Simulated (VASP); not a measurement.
AlRu, 2 atoms in the cell. The structure is cubic, space group Pm-3m (No. 221). The conventional cell has a = 2.992 Å, b = 2.992 Å, c = 2.992 Å, α = 90.00°, β = 90.00°, γ = 90.00°. Ru (site symmetry m-3m) has 8 Al at 2.59 Å as nearest neighbours. Al (site symmetry m-3m) has 8 Ru at 2.59 Å as nearest neighbours. 

| Quantity | Value |
| --- | --- |
| Program | VASP 6.6.1 |
| Task | single point |
| Functional | PBEsol |
| Potentials or basis | VASP PAW PBE potentials, release 64 (Ru_pv, Al) |
| Cutoff | 520 eV |
| k mesh | 9 × 9 × 9 |
| Occupations | fermi-dirac, width 0.05 eV |
| Spin | no spin polarisation |
| Ladder | free |
| Further INCAR settings | ALGO = Normal; EDIFF = 1e-07; NBANDS = 16 |

Potentials or basis: VASP PAW PBE potentials, release 64 (Ru_pv, Al).

Command:

```console
$ cat potpaw_PBE.64/Ru_pv/POTCAR potpaw_PBE.64/Al/POTCAR > POTCAR
$ mpirun -np 1 vasp_std > vasp.out
```

Hardware: 1 thread of Intel(R) Xeon(R) Platinum 8375C CPU @ 2.90GHz (Ice Lake), on a shared host.

Problem. How long does it take, and how much memory?

Solution. It took 14 s on 1 thread of Intel(R) Xeon(R) Platinum 8375C CPU @ 2.90GHz (Ice Lake) (shared host), peak memory 0.14 GiB. Counts: scf iterations 13, k points 35.
